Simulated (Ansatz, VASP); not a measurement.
**InAs: VASP beside Ansatz**

Wanted: the spread between two codes on one cell, functional and k mesh.

Calculated with Ansatz 0.2.0; plane waves, with VASP 6.6.1 beside it; band structure at PBEsol, band structure at r2SCAN and band structure at PBE, spin-orbit coupling.

## 1. Starting point

Symmetry: F-43m, No. 216, cubic system. The conventional cell has a = 6.058 Å, b = 6.058 Å, c = 6.058 Å, α = 90.00°, β = 90.00°, γ = 90.00°. Nearest to In lie 4 As at 2.62 Å. As has 4 In at 2.62 Å nearest. Farther neighbours are not listed.

Structure file:

```xyz
2
Lattice="0.0000 3.0290 3.0290 3.0290 0.0000 3.0290 3.0290 3.0290 0.0000" Properties=species:S:1:pos:R:3 pbc="T T T"
In    0.0000    0.0000    0.0000
As    1.5145    1.5145    1.5145
```

## 2. VASP: band structure, PBEsol

With cell and atoms fixed, the geometry can't cause a difference; cores, projectors, grids and the points listed under the comparison can.

Lines of VASP's logs that name or quote its potential files are left out, and so is its time.

Contents of INCAR:

```
SYSTEM = InAs
PREC = Accurate
ENCUT = 400
EDIFF = 1E-06
NELM = 100
ISMEAR = 0
SIGMA = 0.02
LREAL = .FALSE.
ALGO = Normal
GGA = PS
NBANDS = 21
LORBIT = 11
LWAVE = .FALSE.
LCHARG = .FALSE.
KPAR = 4
```

Contents of POSCAR:

```
InAs
1.0
    0.0000000000      3.0290000000      3.0290000000
    3.0290000000      0.0000000000      3.0290000000
    3.0290000000      3.0290000000      0.0000000000
In As
1 1
Direct
    0.0000000000      0.0000000000      0.0000000000
    0.2500000000      0.2500000000      0.2500000000
```

Contents of KPOINTS:

```
Automatic mesh
0
Gamma
4 4 4
0 0 0
```

Contents of KPOINTS_OPT:

```
Line mode
16
Line-mode
Reciprocal
  0.00000000   0.00000000   0.00000000 GAMMA
  0.50000000   0.00000000   0.50000000 X

  0.50000000   0.00000000   0.50000000 X
  0.50000000   0.25000000   0.75000000 W

  0.50000000   0.25000000   0.75000000 W
  0.37500000   0.37500000   0.75000000 K

  0.37500000   0.37500000   0.75000000 K
  0.00000000   0.00000000   0.00000000 GAMMA

  0.00000000   0.00000000   0.00000000 GAMMA
  0.50000000   0.50000000   0.50000000 L

  0.50000000   0.50000000   0.50000000 L
  0.62500000   0.25000000   0.62500000 U

  0.62500000   0.25000000   0.62500000 U
  0.50000000   0.25000000   0.75000000 W

  0.50000000   0.25000000   0.75000000 W
  0.50000000   0.50000000   0.50000000 L

  0.50000000   0.50000000   0.50000000 L
  0.37500000   0.37500000   0.75000000 K

  0.62500000   0.25000000   0.62500000 U
  0.50000000   0.00000000   0.50000000 X
```

The projector-augmented-wave data sets are In_d and As (PBE family, release 64).

Started as:

```sh
$ mpirun -np 4 vasp_std
```

Numbers of over 12 decimals in the logs are rounded to 6 here.

The log of the run:

```text
[banner, memory and clock lines left out]
running    4 mpi-ranks, on    1 nodes
 distrk:  each k-point on    1 cores,    4 groups
 distr:  one band on    1 cores,    1 groups

 POSCAR found type information on POSCAR InAs
 POSCAR found :  2 types and       2 ions
|                                                                             |
|               ----> ADVICE to this user running VASP <----                  |
|                                                                             |
|     You enforced a specific xc type in the INCAR file but a different       |
|     [... a line on the potential file left out ...]
|     I HOPE YOU KNOW WHAT YOU ARE DOING!                                     |
|                                                                             |

 LDA part: xc-table for (Slater+PW92), standard interpolation
 POSCAR, INCAR and KPOINTS ok, starting setup
 FFT: planning ... GRIDC
 FFT: planning ... GRID_SOFT
 FFT: planning ... GRID
 WAVECAR not read
 entering main loop
       N       E                     dE             d eps       ncg     rms          rms(c)
DAV:   1     0.115437326652E+03    0.11544E+03   -0.66453E+03   336   0.788E+02
DAV:   2     0.140837133999E+01   -0.11403E+03   -0.10707E+03   356   0.231E+02
DAV:   3    -0.839222994589E+01   -0.98006E+01   -0.96890E+01   371   0.663E+01
DAV:   4    -0.865668971544E+01   -0.26446E+00   -0.26413E+00   411   0.110E+01
DAV:   5    -0.866727845580E+01   -0.10589E-01   -0.10588E-01   476   0.212E+00    0.448E+00
DAV:   6    -0.837818554447E+01    0.28909E+00   -0.36387E-01   516   0.886E+00    0.243E+00
DAV:   7    -0.834458582482E+01    0.33600E-01   -0.84860E-02   499   0.234E+00    0.735E-01
DAV:   8    -0.834318730101E+01    0.13985E-02   -0.12903E-02   434   0.900E-01    0.198E-01
DAV:   9    -0.834349654730E+01   -0.30925E-03   -0.78186E-04   406   0.153E-01    0.109E-01
DAV:  10    -0.834360672259E+01   -0.11018E-03   -0.12827E-04   407   0.140E-01    0.471E-02
DAV:  11    -0.834362896456E+01   -0.22242E-04   -0.41945E-05   391   0.701E-02    0.204E-02
DAV:  12    -0.834362892802E+01    0.36538E-07   -0.16493E-06   383   0.127E-02
   1 F= -.83436289E+01 E0= -.83433879E+01  d E =-.482070E-03
 Start KPOINTS_OPT (optional k-point list driver)
k-point batch [1-8\160]
       N       E                     dE             ncg
DAV:   1     0.324315976035E+03   -0.55276E+03      341
DAV:   2    -0.670223909197E+03   -0.99454E+03      376
DAV:   3    -0.748552249366E+03   -0.78328E+02      366
DAV:   4    -0.750659865170E+03   -0.21076E+01      406
DAV:   5    -0.750770937404E+03   -0.11107E+00      518
DAV:   6    -0.750772818966E+03   -0.18816E-02      427
DAV:   7    -0.750772871162E+03   -0.52196E-04      508
DAV:   8    -0.750772871545E+03   -0.38367E-06      302
[...]
k-point batch [153-160\160]
       N       E                     dE             ncg
DAV:   1     0.162947682174E+03   -0.43696E+04      341
DAV:   2    -0.768984601088E+03   -0.93193E+03      359
DAV:   3    -0.843649872076E+03   -0.74665E+02      449
DAV:   4    -0.845414614979E+03   -0.17647E+01      424
DAV:   5    -0.845483550289E+03   -0.68935E-01      471
DAV:   6    -0.845485459440E+03   -0.19092E-02      464
DAV:   7    -0.845485493953E+03   -0.34513E-04      461
DAV:   8    -0.845485494362E+03   -0.40931E-06      360
```

From OUTCAR (step 2):

```text
ion  position               nearest neighbor table
   1  0.000  0.000  0.000-   2 2.62   2 2.62   2 2.62   2 2.62
   2  0.250  0.250  0.250-   1 2.62   1 2.62   1 2.62   1 2.62

  LATTYP: Found a face centered cubic cell.
 ALAT       =     6.0580000000

 Subroutine GETGRP returns: Found 24 space group operations
 (whereof 24 operations were pure point group operations)

The static configuration has the point symmetry T_d .

 Found      8 irreducible k-points:

   k-points           NKPTS =      8   k-points in BZ     NKDIM =      8   number of bands    NBANDS=     21

   dimension x,y,z NGX =    28 NGY =   28 NGZ =   28
   dimension x,y,z NGXF=    56 NGYF=   56 NGZF=   56

   ENCUT  =  400.0 eV  29.40 Ry    5.42 a.u.   6.99  6.99  6.99*2*pi/ulx,y,z

   NELECT =      18.0000    total number of electrons

 k-points in reciprocal lattice and weights: Automatic mesh
   0.00000000  0.00000000  0.00000000       0.016
   0.25000000  0.00000000  0.00000000       0.125
   0.50000000  0.00000000  0.00000000       0.062
   0.25000000  0.25000000  0.00000000       0.094
   0.50000000  0.25000000  0.00000000       0.375
  -0.25000000  0.25000000  0.00000000       0.188
   0.50000000  0.50000000  0.00000000       0.047
  -0.25000000  0.50000000  0.25000000       0.094

 average (electrostatic) potential at core
       1 -96.4774       2 -49.4541

 E-fermi :   4.3677

 k-point     1 :       0.0000    0.0000    0.0000
  band No.  band energies     occupation
    ...
      6      -7.4948      2.00000
      7       4.0355      2.00000
      8       4.3616      1.33333
      9       4.3616      1.33333
     10       4.3616      1.33333
     11       8.1821      0.00000
     12       8.1821      0.00000
     13       8.1821      0.00000
     14      11.6476      0.00000
     15      13.9867      0.00000
    ...

 k-point     2 :       0.2500    0.0000    0.0000
  band No.  band energies     occupation
    ...
      5      -9.8760      2.00000
      6      -6.8910      2.00000
      7       0.6189      2.00000
      8       3.7850      2.00000
      9       3.7850      2.00000
     10       5.4996      0.00000
     11       8.8977      0.00000
     12       8.8977      0.00000
     13       9.4127      0.00000
     14      12.5278      0.00000
    ...

 k-point     3 :       0.5000    0.0000    0.0000
  band No.  band energies     occupation
    ...
      5      -9.8690      2.00000
      6      -6.0211      2.00000
      7      -1.4474      2.00000
      8       3.3661      2.00000
      9       3.3661      2.00000
     10       5.2018      0.00000
     11       8.9496      0.00000
     12       8.9496      0.00000
     13      11.0462      0.00000
     14      13.2356      0.00000
    ...

  Total        0.5092538      0.5092538      0.5092538     -0.0000000      0.0000000      0.0000000
  in kB       14.6796948     14.6796948     14.6796948     -0.0000000      0.0000000      0.0000000
  external PRESSURE =      14.6796948 kB  Pullay stress =       0.0000000 kB

  energy-cutoff  :      400.00
  volume of cell :       55.58
      direct lattice vectors                 reciprocal lattice vectors
     0.000000000  3.029000000  3.029000000    -0.165070981  0.165070981  0.165070981
     3.029000000  0.000000000  3.029000000     0.165070981 -0.165070981  0.165070981
     3.029000000  3.029000000  0.000000000     0.165070981  0.165070981 -0.165070981

 POSITION                                       TOTAL-FORCE (eV/Angst)
 -----------------------------------------------------------------------------------
      0.00000      0.00000      0.00000        -0.000000     -0.000000     -0.000000
      1.51450      1.51450      1.51450         0.000000      0.000000      0.000000
 -----------------------------------------------------------------------------------
    total drift:                                0.000000      0.000000      0.000000

  FREE ENERGIE OF THE ION-ELECTRON SYSTEM (eV)
  ---------------------------------------------------
  free  energy   TOTEN  =        -8.3436289280 eV

  energy  without entropy=       -8.3431468583  energy(sigma->0) =       -8.34338789

 total charge
# of ion       s       p       d       tot
------------------------------------------
    1        0.842   0.737   9.889  11.468
    2        1.219   1.574   0.021   2.814
--------------------------------------------------
tot          2.060   2.312   9.910  14.282

[... 3 further parts left out ...]
```

The run ends at a pressure of 1.47 GPa.

## 3. Ansatz: band structure, PBEsol

Ansatz runs on its default PAW (the set named soft_2) files.

The same cell, functional, mesh and smearing now go to Ansatz, which takes its cutoff from its data sets.

Contents of input.yaml:

```yaml
crystal:
  lattice:
    - [0.0, 3.029, 3.029]
    - [3.029, 0.0, 3.029]
    - [3.029, 3.029, 0.0]
  atoms:
    - { symbol: In, position: [0.0, 0.0, 0.0] }
    - { symbol: As, position: [0.25, 0.25, 0.25] }
hamiltonian:
  xc: pbesol
  pseudopotentials: { kind: paw }
kpoints:
  mp_grid: { grid: [4, 4, 4] }
  band_path:
    path:
      - [0.0, 0.0, 0.0]
      - [0.16667, 0.0, 0.16667]
      - [0.33333, 0.0, 0.33333]
      - [0.5, 0.0, 0.5]
      - [0.5, 0.08333, 0.58333]
      - [0.5, 0.18333, 0.68333]
      - [0.5, 0.25, 0.75]
      - [0.45, 0.3, 0.75]
      - [0.40833, 0.34167, 0.75]
      - [0.35, 0.35, 0.7]
      - [0.225, 0.225, 0.45]
      - [0.075, 0.075, 0.15]
      - [0.03333, 0.03333, 0.03333]
      - [0.23333, 0.23333, 0.23333]
      - [0.4, 0.4, 0.4]
      - [0.51667, 0.46667, 0.51667]
      - [0.55833, 0.38333, 0.55833]
      - [0.60833, 0.28333, 0.60833]
      - [0.60833, 0.25, 0.64167]
      - [0.55833, 0.25, 0.69167]
      - [0.51667, 0.25, 0.73333]
      - [0.5, 0.3, 0.7]
      - [0.5, 0.38333, 0.61667]
      - [0.5, 0.48333, 0.51667]
      - [0.475, 0.475, 0.55]
      - [0.425, 0.425, 0.65]
      - [0.38333, 0.38333, 0.73333]
      - [0.59167, 0.18333, 0.59167]
      - [0.55, 0.1, 0.55]
      - [0.5, 0.0, 0.5]
    npoints: 1
scf:
  occupations: { method: gaussian, width: 0.02 }
  n_extra_bands: 7
output:
  forces: true
  stress: true
  eigenvalues: true
```

Started as:

```sh
$ ansatz run input.yaml --threads 2 --pin off --max-ram 4608MiB --backend cpu --events-out ev --progress --plain --runs-dir out
```

The log of the run:

```text
scf.n_extra_bands = 7 over 14 filled bands (N_el = 28.0): the run solves 21 bands
Engine: ansatz 0.2.0, aarch64-unknown-linux-gnu
Pseudopotentials: kind: paw
Pseudopotential: In, paw, valence charge 13, recommended cutoff 420 eV (normal), In.paw.azcp
Pseudopotential: As, paw, valence charge 15, recommended cutoff 420 eV (normal), As.paw.azcp
Functional definition: PBEsol
  exchange = pbesol_x
  correlation = pbesol_c
Crystal: 2 atoms, lattice volume = 55.581 Å³
Basis set: ecut = 420 eV, 1067 PW (Γ), exchange–correlation on 60×60×60 points (8 copies of the dense FFT grid, shifted against one another)
Bands: 21, of which v1, the nominal top of the filled ones, is band 14 counted from 1 (13 counted from 0)
Symmetry: 24 space group operations
Space group: F-43m (ITA 216), of the structure as read, at distance tolerance 3.8e-5 Å
k-points: 8 of 64 (time reversal used)
Non-local potential: In, projectors of the file, l = 0: 2, l = 1: 2, l = 2: 2, l = 3: 2
Non-local potential: As, projectors of the file, l = 0: 2, l = 1: 2, l = 2: 3, l = 3: 1
PAW form: soft (Blöchl's): semilocal exchange-correlation on the pseudo side does not see the compensation charge
PAW frozen core: In, regenerated for the run's functional, and the local potential with it (the file was generated under x = pbe(κ = 0.804, μ = 0.219515), c = pbe(β = 0.066725))
PAW frozen core: As, regenerated for the run's functional, and the local potential with it (the file was generated under x = pbe(κ = 0.804, μ = 0.219515), c = pbe(β = 0.066725))
PAW one-centre angular grid: In, 590 points (default); XC on 64 Gauss nodes
PAW one-centre angular grid: As, 590 points (default); XC on 64 Gauss nodes
Initial density: superposition of atomic densities (neutral atoms: chi_scale 0, normalization atom), corrected by the library's trained network
Initial wavefunctions: pseudopotential atomic-orbital guess
Functional: x = pbesol(κ = 0.804, μ = 0.123457), c = pbesol(β = 0.046)
SCF iter   1: F=—  HF=-10338.688475 eV  |F-HF|=—  |Δ(HF+E_count)|=         —  Δρ=3.01e-3  dr2=7.21e-3  ethr=1.77e-3  ⟨swp⟩=6.0  Hψ=820  notcnv=0
preconditioner: auto → LDOS  [insulator: Δε(μ)=0.814 eV  Ē_g=16.889 eV  σ=0.020 eV  W_gap=0.67  n_scr=14 (ndim 8)  ℏωp=21.1 eV  f_vac=0.107  D(μ)=2.41/eV (n_scr^D=14)  ε∞_Penn≈2.6  β→1.0]
SCF iter   2: F=—  HF=-10338.684533 eV  |F-HF|=—  |Δ(HF+E_count)|=   3.94e-3  Δρ=1.29e-3  dr2=5.25e-4  ethr=2.57e-5  ⟨swp⟩=2.2  Hψ=382  notcnv=0  defer=21
SCF iter   3: F=—  HF=-10338.684440 eV  |F-HF|=—  |Δ(HF+E_count)|=   9.38e-5  Δρ=4.43e-4  dr2=1.31e-4  ethr=1.88e-6  ⟨swp⟩=2.0  Hψ=293  notcnv=0  defer=21
SCF iter   4: F=—  HF=-10338.684370 eV  |F-HF|=—  |Δ(HF+E_count)|=   6.98e-5  Δρ=1.58e-4  dr2=1.42e-5  ethr=4.69e-7  ⟨swp⟩=2.0  Hψ=260  notcnv=0  defer=21
SCF iter   5: F=—  HF=-10338.684371 eV  |F-HF|=—  |Δ(HF+E_count)|=   1.03e-6  Δρ=4.82e-5  dr2=1.49e-6  ethr=5.06e-8  ⟨swp⟩=2.0  Hψ=216  notcnv=0  defer=21
SCF iter   6: F=—  HF=-10338.684371 eV  |F-HF|=—  |Δ(HF+E_count)|=   2.48e-7  Δρ=1.54e-5  dr2=1.09e-7  ethr=5.31e-9  ⟨swp⟩=3.0  Hψ=221  notcnv=0  defer=21
SCF iter   7: F=-10338.684371 eV  HF=-10338.684371 eV  |F-HF|=3.50e-9  |Δ(HF+E_count)|=   9.10e-9  Δρ=2.74e-6  dr2=2.82e-9  ethr=3.57e-10  ⟨swp⟩=8.1  Hψ=696  notcnv=0
SCF 1 converged in 7 iterations: F = -10338.684371 eV  dr2 = 2.82e-9
  greatest PAW one-centre occupation: 0.999 electrons in one spin orbital (limit 2), on the As atom at site 1 (counted from 0), in its partial waves of l = 2
NSCF: frozen V_eff on 30 k-points
SCF converged after 7 iterations
Free energy (F): -10338.684371 eV
Harris-Foulkes:  -10338.684371 eV  (|F-HF|=3.50e-9)
Internal energy: -10338.683889 eV  (E = F + TS)
E sigma→0 (E₀):  -10338.684130 eV
Entropy (-TS):   -0.000482 eV (-0.241 meV/atom)
Fermi energy:    7.684329 eV
--- Per-component energies (eV) ---
  E_band       = -316.084105
  E_kinetic    = 347.562359
  E_local      = -3286.582321  (includes V_loc(G=0)·N_el)
  E_nonlocal   = -299.684139
  E_hartree    = 1587.372989
  E_xc         = -292.056159
  E_vxc        = -179.057793  (∫ρ·V_xc dr)
  E_paw        = -5877.879424  (= ΣΔE_a)
  E_vpaw       = -73.070932  (= ΣTr[D̂ρ^β])
  E_aug_tail   = 0.000034  (compensation charges beyond the density's cutoff)
  E_ewald      = -2518.619559
  E_core_change = 1.202331  (= ΣΔE_core)
  E_smearing   = -0.000482  (= −TS)
  E_closure    = 0.000000  (closes the sum)
  Σ components = -10338.684371   (vs F -10338.684371, Δ=0.00e0)
--- Forces (eV/Å), atoms counted from 1 ---
  atom   1  In     0.00000000     0.00000000    -0.00000000
  atom   2  As    -0.00000000    -0.00000000     0.00000000
  max |Σ_I F_I| component: 2.31e-16 eV/Å
--- Stress (GPa, compression-positive) ---
        1.391763      -0.000000       0.000000
        0.000000       1.391763       0.000000
       -0.000000       0.000000       1.391763
  P = ⅓ Tr σ = 1.3918 GPa (13.918 kbar)
--- Band table (eV; the first three rows and the last of 8) ---
  k-point 0: bands = [... 10 lower, -4.1796, 7.3470, 7.6782, 7.6782, 7.6782, 11.5124, 11.5124, 11.5124, ... 3 higher]
  k-point 1: bands = [... 10 lower, -3.5767, 3.9399, 7.1036, 7.1036, 8.8193, 12.2273, 12.2273, 12.7330, ... 3 higher]
  k-point 2: bands = [... 10 lower, -2.7099, 1.8796, 6.6858, 6.6858, 8.5230, 12.2798, 12.2798, 14.3699, ... 3 higher]
  k-point 7: bands = [... 10 lower, -2.1169, 1.9479, 4.7064, 4.7837, 11.8258, 11.8711, 12.5645, 13.6436, ... 3 higher]
```

Elapsed: 1.6 s, on 2 threads of Arm Neoverse V1, shared host; peak memory 0.31 GiB; 3 s of CPU time.

## 4. Side by side

Known differences besides the potentials themselves: the data sets hold 28 valence electrons in Ansatz (default PAW (the set named soft_2) files) and 18 in VASP; the cutoff is 420 eV in Ansatz and 400 eV in VASP; Ansatz makes its cores anew for this functional, VASP keeps those of its PBE data sets; VASP leaves aspherical gradient terms in its spheres out (LASPH is not set), Ansatz keeps them. Total energies have different zeros and are not compared.

Compared:

```csv
quantity,Ansatz,VASP,difference
pressure (GPa),1.39,1.47,-0.08
```

Levels from 3 eV below to 2 eV above the Fermi level differ by 6 meV r.m.s. and 11 meV at most; each VASP level is matched to the nearest of Ansatz, which flatters the figure a little. Ansatz's pressure holds a Pulay correction of 0.03 GPa; VASP's holds none.

## 5. Other set-ups

Further runs change the set-up of one program: Ansatz's method, potentials or start, or VASP's data sets, cutoff or form of LDA. The table gives Ansatz less VASP for each quantity, since a change that brings one quantity closer may part another.

```csv
run,pressure (GPa)
as above,-0.076
Ansatz's all-electron LAPW method,-0.067
```

(Continued in part 2 of 2.)

[Lines on the potential files, build, host, timing and source positions are cut from VASP's logs without a mark.]

[Logs are printed without paths, hosts, clocks, repeated set-up lines and the standing remarks that a program may print on its own settings, such as how far it seeks lower states.]

[Hosts, paths, dates, database ids (printed as entryN), source tags and the programs' standing remarks are cut or masked in the printed files.]
